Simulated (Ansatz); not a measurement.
InAs under changes of volume

One of the cells (27.489 Å³/atom); the others are scaled copies at fixed shape and fractional positions:

```
CELL_PARAMETERS angstrom
0.00000 3.01800 3.01800
3.01800 0.00000 3.01800
3.01800 3.01800 0.00000
ATOMIC_POSITIONS crystal
In 0.00000 0.00000 0.00000
As 0.75000 0.75000 0.75000
```

| Quantity | Value |
| --- | --- |
| Program | Ansatz 0.2.0 |
| Functional | revPBE |
| Dispersion | D3(BJ) |
| Potentials or basis | Ansatz PAW |
| Cutoff | 420 eV (not typed: the program's choice for these potentials) |
| k mesh | 8 × 8 × 8 |
| Occupations | fermi-dirac, width 0.05 eV |
| Spin | non-collinear spin, ferromagnetic start |
| Starting moments | [[0.0, 0.0, 0.5], [0.0, 0.0, 0.0]] μB |

| volume (Å³/atom) | energy over the lowest point (meV/atom) | pressure (GPa) |
| --- | --- | --- |
| 25.840 | 40.34 | 5.9 |
| 26.389 | ? | ? |
| 26.939 | 10.67 | 2.8 |
| 27.489 | 3.21 | 1.5 |
| 28.039 | 0.00 | 0.4 |
| 28.588 | 0.64 | -0.7 |
| 29.138 | 4.70 | -1.6 |

Task: What does the run at 26.389 Å³/atom give?

Result: Energy over the lowest point 22.85 meV/atom; pressure 4.3 GPa.

Worked out: A Birch-Murnaghan fit of order 3 (a polynomial in V^(-2/3)) to the other rows has its minimum at 28.22 Å³/atom with B0 = V·E''(V) = 55 GPa and B' = 4.5. It gives 22.88 meV/atom at 26.389 Å³/atom, against the run's 22.85, and -dE/dV = 4.3 GPa, against 4.3.

Energies are extrapolated to zero smearing.

Caveats: the PAW data sets come from PBE, with cores solved anew for the run's functional, which leaves a small shift of forces and pressure; the starting moments weren't kept; pairwise dispersion overbinds metals, which lowers pressure and volume (some runs).
